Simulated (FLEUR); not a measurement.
Ca: equation of state with PBE

Crystal: Ca.

```
CELL_PARAMETERS angstrom
3.98000 0.00000 0.00000
-1.99000 3.44678 0.00000
0.00000 0.00000 6.52000
ATOMIC_POSITIONS crystal
Ca 0.66667 0.33333 0.75000
Ca 0.33333 0.66667 0.25000
```

This isn't the form of Ca at room conditions, which is fcc.

```yaml
Program: FLEUR MaX-R8.1 (later development tree)
Task: equation of state
Functional: PBE
Potentials_or_basis: all-electron
Basis: FLAPW
Kmax: 4.1 1/bohr
k_mesh: 8 × 8 × 4
Occupations: fermi-dirac, width 0.05 eV
Spin: no spin polarisation
Gmax: 12.7 1/bohr
Muffin-tin_radii: Ca 2.66 bohr
lmax: Ca 11
Local_orbitals_a_species: Ca 5
```

```
Equilibrium volume                        : 42.42 Å³/atom
Bulk modulus at fixed shape and positions : 17.5 GPa
Pressure derivative of the bulk modulus   : 3.4
```

Energy against volume, from the lowest point:
| volume (Å³/atom) | energy (meV/atom) |
| --- | --- |
| 42.038 | 0.00 |
| 42.932 | 0.15 |
| 43.827 | 2.24 |
| 44.721 | 6.12 |
| 45.616 | 11.63 |
| 46.510 | 18.61 |
| 47.405 | 26.94 |

Caveat: the cell was scaled at fixed shape and fractional positions, which overstates the stiffness of a crystal with free parameters, most of all of layers and chains; the cell was measured hot, at 723 K.
